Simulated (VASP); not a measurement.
# CaF2 (Fm-3m) in VASP: a series of runs, part 2 of 3

VASP 6.6.1.

### Step 3. Single point, PBE

Input file INCAR:

```
ALGO = Fast ; EDIFF = 1E-6
ENCUT = 520 ; GGA = PE
ISIF = 2 ; ISMEAR = 0
LASPH = T ; LCHARG = F
LREAL = Auto ; LWAVE = F
NBANDS = 216 ; NELM = 100
PREC = Accurate ; SIGMA = 0.01
```

Input file KPOINTS:

```
Automatic mesh
0
Gamma
  2 2 2
  0.5 0.5 0.5
```

Input file POSCAR:

```
Ca15F32
1.0
    5.5117620964     -5.5117620964     -5.5117620964
   -5.5117620964     -5.5117620964      5.5117620964
   -5.5117620964      5.5117620964     -5.5117620964
Ca F
15 32
Direct
    0.2500000000      0.9989938624      0.7510061376
    0.2500000000      0.2500000000      0.5000000000
    0.0010061376      0.7500000000      0.2489938624
    0.2500000000      0.5010061376      0.2489938624
    1.0010061376      0.9989938624      1.0000000000
    0.0010061376      0.2520122751      0.7510061376
    0.7500000000      0.7500000000      0.5000000000
    0.0010061376      0.5010061376      0.5020122751
    0.7479877249      0.9989938624      0.2489938624
    0.7500000000      0.2500000000      0.0000000000
    0.4989938624      0.7500000000      0.7510061376
    0.7520122751      0.5010061376      0.7510061376
    0.4989938624      0.9989938624      0.4979877249
    0.4989938624      0.2479877249      0.2489938624
    0.4989938624      0.5010061376      0.0000000000
    0.0000298092      0.2481431251      0.4981431251
   -0.0018866842      0.4981133158      0.2499701908
   -0.0177757682      0.7500000000      0.0000000000
    0.7481431251      0.2481431251      0.7500298092
   -0.0018866842     -0.0000298092      0.7481133158
    0.7481431251      0.5000298092      0.4981431251
    0.7518568749      0.7500000000      0.2518866842
    0.5018866842      0.2518568749      0.0000000000
    0.7518568749      0.0018866842      0.0000000000
    0.4999701908      0.4981133158      0.7481133158
    0.5018866842      0.7500000000      0.5018568749
    0.2500000000      0.2518568749      0.2518866842
    0.5177757682      0.0177757682      0.2677757682
    0.2500000000      0.4822242318      0.0000000000
    0.2500000000      0.7500000000      0.7322242318
    0.2500000000      0.0018866842      0.5018568749
    0.5177757682      0.7500000000      0.0000000000
    0.5018866842      0.0018866842      0.7500298092
    0.4999701908      0.2518568749      0.5018568749
    0.2500000000      0.7500000000      0.2677757682
    0.5018866842      0.5000298092      0.2518866842
    0.2500000000      0.0177757682      0.0000000000
    0.2500000000      0.2481431251      0.7481133158
   -0.0018866842      0.7500000000      0.4981431251
    0.2500000000      0.4981133158      0.4981431251
    0.0000298092      0.0018866842      0.2518866842
   -0.0018866842      0.2481431251      0.0000000000
    0.7481431251      0.7500000000      0.7481133158
   -0.0177757682      0.4822242318      0.7322242318
    0.7518568749     -0.0000298092      0.5018568749
    0.7518568749      0.2518568749      0.2499701908
    0.7481431251      0.4981133158      0.0000000000
```

Potentials or basis: VASP PAW PBE potentials, release 64 (Ca_sv, F).

The run is started by

```console
$ cat potpaw_PBE.64/Ca_sv/POTCAR potpaw_PBE.64/F/POTCAR > POTCAR
$ mpirun -np 1 vasp_std > vasp.out
```

OUTCAR:

```text
EDIFF = 1E-6
   ENCUT = 520
   GGA = PE
   ISIF = 2
   ISMEAR = 0
   LASPH = T
   LREAL = Auto
   NELM = 100
   PREC = Accurate

 ion  position               nearest neighbor table
   1  0.250  0.999  0.751-  30 2.32  37 2.32  31 2.39  38 2.39  23 2.40  39 2.40  33 2.40  20 2.40

   2  0.250  0.250  0.500-  27 2.37  31 2.37  38 2.37  40 2.37  25 2.37  41 2.37  34 2.37  16 2.37

   3  0.001  0.750  0.249-  18 2.32  35 2.32  22 2.39  39 2.39  31 2.40  47 2.40  41 2.40  17 2.40
[... 43 lines left out ...]
  34  0.500  0.252  0.502-   2 2.37  12 2.39  13 2.40  14 2.40
  35  0.250  0.750  0.268-   3 2.32   4 2.32  13 2.32
[... 686 lines left out ...]
  Total        3.6561755      3.6561755      3.6561755     -0.0000000      0.0000000     -0.0000000
  in kB        8.7459347      8.7459347      8.7459347     -0.0000000      0.0000000     -0.0000000
  external PRESSURE =       8.7459347 kB  Pullay stress =       0.0000000 kB

 VOLUME and BASIS-vectors are now :
 -----------------------------------------------------------------------------
  energy-cutoff  :      520.00
  volume of cell :      669.78
      direct lattice vectors                 reciprocal lattice vectors
     5.511762096 -5.511762096 -5.511762096     0.000000000 -0.090715091 -0.090715091
    -5.511762096 -5.511762096  5.511762096    -0.090715091 -0.090715091  0.000000000
    -5.511762096  5.511762096 -5.511762096    -0.090715091  0.000000000 -0.090715091

 POSITION                                       TOTAL-FORCE (eV/Angst)
 -----------------------------------------------------------------------------------
     -8.26764     -2.74479     -0.01109        -0.000000      0.068822     -0.068822
     -2.75588      0.00000     -2.75588        -0.000000      0.000000     -0.000000
     -5.50067     -2.76697      2.75588         0.068822     -0.068822     -0.000000
     -2.75588     -2.76697      0.01109        -0.000000     -0.068822      0.068822
     -5.50067     -5.51176      5.50067         0.068822      0.000000     -0.068822
     -5.52285      2.74479     -2.75588        -0.068822     -0.068822      0.000000
[... 39 lines left out ...]
      1.37810     -4.15446     -4.13366         0.011556     -0.010931      0.011556
      1.37810     -6.86907     -1.37810         0.011556      0.010931     -0.011556
 -----------------------------------------------------------------------------------
    total drift:                                0.000019      0.000000     -0.000019

  FREE ENERGIE OF THE ION-ELECTRON SYSTEM (eV)
  ---------------------------------------------------
  free  energy   TOTEN  =      -261.9859853340 eV

  energy  without entropy=     -261.9807940839  energy(sigma->0) =     -261.98338971
```

Wall time 16 min (1 thread of Intel Xeon Platinum 8488C (Sapphire Rapids), shared host); peak memory 0.86 GiB.

What came out:

```
Free energy            : -261.9860 eV
Pressure               : 0.9 GPa
Largest force          : 0.097 eV/Å
Band gap on the k mesh : none (metal or under the smearing width)
```

Forces on the atoms (eV/Å):
```
Ca   0.000  0.069 -0.069
Ca   0.000  0.000  0.000
Ca   0.069 -0.069  0.000
Ca   0.000 -0.069  0.069
Ca   0.069  0.000 -0.069
Ca  -0.069 -0.069  0.000
Ca   0.000  0.000  0.000
Ca  -0.069  0.000 -0.069
Ca   0.000  0.069  0.069
Ca   0.000  0.000  0.000
Ca  -0.069  0.069  0.000
Ca   0.000 -0.069 -0.069
Ca   0.069  0.000  0.069
Ca   0.069  0.069  0.000
Ca  -0.069  0.000  0.069
F    0.011 -0.012 -0.012
F    0.012  0.011  0.012
F   -0.025  0.025  0.025
F   -0.012  0.011 -0.012
F    0.012  0.012  0.011
F   -0.012 -0.012  0.011
F   -0.012  0.012 -0.011
F    0.012 -0.011 -0.012
F   -0.012 -0.011  0.012
F    0.011  0.012  0.012
F    0.012 -0.012 -0.011
F   -0.011  0.012 -0.012
F   -0.025 -0.025 -0.025
F    0.025  0.025 -0.025
F    0.025 -0.025  0.025
F   -0.011 -0.012  0.012
F    0.025 -0.025 -0.025
F   -0.012 -0.011 -0.012
F   -0.011  0.012  0.012
F   -0.025  0.025 -0.025
F   -0.012 -0.012 -0.011
F   -0.025 -0.025  0.025
F    0.011 -0.012  0.012
F   -0.012  0.012  0.011
F    0.011  0.012 -0.012
F   -0.011 -0.012 -0.012
F   -0.012  0.011  0.012
F    0.012 -0.012  0.011
F    0.025  0.025  0.025
F    0.012  0.012 -0.011
F    0.012 -0.011  0.012
F    0.012  0.011 -0.012
```

Levels at points of the mesh, in eV from the Fermi level:
```
           k point  band 184  band 185  band 186  band 187  band 188  band 189  band 190  band 191
(0.25, 0.25, 0.25)     -0.28     -0.13     -0.13     -0.13     -0.10      8.56      8.56      8.56
```

Caveat: the k mesh is coarse (spacing up to 0.40 Å⁻¹), so the values aren't converged.

### Step 4. Single point, PBE

This run uses another cell than the first one: it holds 3 atoms, not 47.

Input file INCAR:

```
SYSTEM = CaF2
  PREC = Accurate
  ENCUT = 520
  EDIFF = 1E-6
  ISMEAR = 0
  SIGMA = 0.02
  LREAL = .False.
  LASPH = .True.
  NELM = 100
  ALGO = Normal
  ISIF = 2
  LWAVE = .False.
  LCHARG = .True.
  GGA = PE
  LELF = .True.
  LVHAR = .True.
  NBANDS = 19
```

Input file KPOINTS:

```
regular mesh
0
Gamma
  8 8 8
  0 0 0
```

Input file POSCAR:

```
CaF2
1.0
    0.0000000000      2.7558810507      2.7558810507
    2.7558810507      0.0000000000      2.7558810507
    2.7558810507      2.7558810507      0.0000000000
Ca F
1 2
Direct
    0.0000000000      0.0000000000      0.0000000000
    0.7500000000      0.7500000000      0.7500000000
    0.2500000000      0.2500000000      0.2500000000
```

The run is started by

```console
$ cat potpaw_PBE.64/Ca_sv/POTCAR potpaw_PBE.64/F/POTCAR > POTCAR
$ mpirun -np 1 vasp_std > vasp.out
```

Wall time 20 s (1 thread of Intel Xeon Platinum 8559C (Emerald Rapids), shared host); peak memory 0.17 GiB.

The run converged. Its results:

```yaml
Free_energy: -17.3403 eV
Pressure: 0.3 GPa
Band_gap_on_the_k_mesh: 7.12 eV, indirect (least direct gap 7.37 eV)
```

Levels at points of the mesh, in eV from the valence-band top:
```
           k point  band 10  band 11  band 12  band 13  band 14  band 15
(0.00, 0.00, 0.00)    -0.25    -0.25    -0.25     7.12     9.06     9.06
(0.50, 0.00, 0.00)    -1.20    -0.82    -0.82     9.26     9.26     9.57
(0.50, 0.50, 0.00)    -0.35    -0.35     0.00     8.04     9.36     9.93
```

A k mesh can miss the band edges.

(Continued in part 3 of 3.)
